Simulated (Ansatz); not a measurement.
# TiAl3: tests of the settings

This session on TiAl3 sets out to see how the plane-wave cutoff moves the results.

Method: DFT PBEsol, scalar-relativistic, plane waves, PAW, in Ansatz 0.2.0.

2 further runs of the same task are left out: 1 for a known fault of the program, 1 set aside as unsound or not needed. Runs told in other sessions of the task aren't counted.

## 1. The system as given

Symmetry: Pmm2, No. 25, orthorhombic system. Conventional cell: a = 2.840 Å, b = 4.681 Å, c = 4.901 Å, α = 90.00°, β = 90.00°, γ = 90.00°. Ti (site symmetry mm2) has 10 Al at 2.83 to 2.85 Å and 2 Ti at 2.84 Å in its first shell of neighbours. Around Al (site symmetry mm2) lie 4 Ti at 2.83 to 2.84 Å and 8 Al at 2.84 to 2.86 Å. Al (site symmetry mm2) is surrounded by 8 Al at 2.81 to 2.86 Å and 4 Ti at 2.85 Å. Around Al (site symmetry mm2) lie 10 Al at 2.81 to 2.86 Å and 2 Ti at 2.85 Å.

Coordinates:

```cif
data_structure
_symmetry_space_group_name_H-M 'P 1'
_symmetry_Int_Tables_number 1
_cell_length_a 2.8397
_cell_length_b 4.6813
_cell_length_c 4.9007
_cell_angle_alpha 90.000
_cell_angle_beta 90.000
_cell_angle_gamma 90.000
_cell_volume 65.15
loop_
_atom_site_label
_atom_site_type_symbol
_atom_site_fract_x
_atom_site_fract_y
_atom_site_fract_z
_atom_site_occupancy
Ti1 Ti 0.00000 0.50000 0.16592 1
Al1 Al 0.50000 0.50000 0.66727 1
Al2 Al 0.50000 0.00000 0.33091 1
Al3 Al 0.00000 0.00000 0.83590 1
```

The structure comes from the Materials Project (structure only); it is used as listed.

## 2. The base run, which the others are set against

The input, input.yaml:

```yaml
crystal:
  lattice:
    - [2.839677, 0.0, 0.0]
    - [0.0, 4.681264, 0.0]
    - [0.0, 0.0, 4.900742]
  atoms:
    - { symbol: Ti, position: [0.0, 0.5, 0.165916] }
    - { symbol: Al, position: [0.5, 0.5, 0.667271] }
    - { symbol: Al, position: [0.5, 0.0, 0.330912] }
    - { symbol: Al, position: [0.0, 0.0, 0.8359] }
basis:
  ecutwfc: 420
kpoints:
  mp_grid: { grid: [14, 10, 10] }
hamiltonian:
  xc: pbesol
scf:
  occupations: { method: gaussian, width: 0.1 }
output:
  forces: true
  stress: true
  eigenvalues: true
  populations: true
  write_density: true
  write_potential: true
  elf: true
  volumetric_format: npy
```

Its results, from an earlier run: -1012.1261 eV/atom at zero smearing, pressure -2.44 GPa, largest force 0.048 eV/Å, no gap on the mesh, in 6 SCF cycles and 23 s.

## 3. Plane-wave cutoff: 150 eV

The input, input.yaml:

```yaml
crystal:
  lattice:
    - [2.839677, 0.0, 0.0]
    - [0.0, 4.681264, 0.0]
    - [0.0, 0.0, 4.900742]
  atoms:
    - { symbol: Ti, position: [0.0, 0.5, 0.165916] }
    - { symbol: Al, position: [0.5, 0.5, 0.667271] }
    - { symbol: Al, position: [0.5, 0.0, 0.330912] }
    - { symbol: Al, position: [0.0, 0.0, 0.8359] }
basis:
  ecutwfc: 150
kpoints:
  mp_grid: { grid: [14, 10, 10] }
hamiltonian:
  xc: pbesol
scf:
  occupations: { method: gaussian, width: 0.1 }
output:
  forces: true
  stress: true
  eigenvalues: true
```

Command:

```sh
ansatz run input.yaml --threads 1 --pin off --max-ram 2560MiB --backend cpu --events-out ev --progress --plain --runs-dir out
```

## 4. Plane-wave cutoff set to 200 eV

input.yaml: that of step 3 with these lines changed.

```diff
@@ -11,3 +11,3 @@
 basis:
-  ecutwfc: 150
+  ecutwfc: 200
 kpoints:
```

## 5. Plane-wave cutoff: 250 eV

input.yaml: that of step 4 with these lines changed.

```diff
@@ -11,3 +11,3 @@
 basis:
-  ecutwfc: 200
+  ecutwfc: 250
 kpoints:
```

## 6. Plane-wave cutoff set to 300 eV

input.yaml: that of step 5 with these lines changed.

```diff
@@ -11,3 +11,3 @@
 basis:
-  ecutwfc: 250
+  ecutwfc: 300
 kpoints:
```

## 7. Plane-wave cutoff: 350 eV

input.yaml: that of step 6 with these lines changed.

```diff
@@ -11,3 +11,3 @@
 basis:
-  ecutwfc: 300
+  ecutwfc: 350
 kpoints:
```

## 8. Plane-wave cutoff set to 380 eV

input.yaml: that of step 7 with these lines changed.

```diff
@@ -11,3 +11,3 @@
 basis:
-  ecutwfc: 350
+  ecutwfc: 380
 kpoints:
```

## 9. Plane-wave cutoff: 460 eV

input.yaml: that of step 8 with these lines changed.

```diff
@@ -11,3 +11,3 @@
 basis:
-  ecutwfc: 380
+  ecutwfc: 460
 kpoints:
@@ -22 +22,5 @@
   eigenvalues: true
+  write_density: true
+  write_potential: true
+  elf: true
+  volumetric_format: npy
```

## 10. Plane-wave cutoff set to 520 eV

input.yaml: that of step 9 with these lines changed.

```diff
@@ -11,3 +11,3 @@
 basis:
-  ecutwfc: 460
+  ecutwfc: 520
 kpoints:
@@ -22,5 +22 @@
   eigenvalues: true
-  write_density: true
-  write_potential: true
-  elf: true
-  volumetric_format: npy
```

## 11. Plane-wave cutoff: 600 eV

input.yaml: that of step 10 with these lines changed.

```diff
@@ -11,3 +11,3 @@
 basis:
-  ecutwfc: 520
+  ecutwfc: 600
 kpoints:
```

## 12. Plane-wave cutoff set to 700 eV

input.yaml: that of step 11 with these lines changed.

```diff
@@ -11,3 +11,3 @@
 basis:
-  ecutwfc: 600
+  ecutwfc: 700
 kpoints:
```

## 13. Plane-wave cutoff set to 850 eV

input.yaml: that of step 12 with these lines changed.

```diff
@@ -11,3 +11,3 @@
 basis:
-  ecutwfc: 700
+  ecutwfc: 850
 kpoints:
@@ -22 +22,5 @@
   eigenvalues: true
+  write_density: true
+  write_potential: true
+  elf: true
+  volumetric_format: npy
```

(Steps that only read results are left out.)

**Question.** What does this series show?

The runs gave:

```
                                                  quantity                        value
plane-wave cutoff: within 10 and 1 meV/atom of 850 eV from  350 eV for 10; 420 eV for 1
```

What this shows: For the plane-wave cutoff, the energy stays within 1 meV/atom of the reference from 420 eV on, at about 0.24 of the reference's time. The reference is only the best run made, not a proven limit. Total energies converge more slowly with the cutoff than differences between like structures do. The pressure is off by up to 2.2 GPa. Forces stay within 0.01 eV/Å of the reference from 350 eV on. In some runs cutoff or mesh lie under the advised values, so their numbers carry a basis error.
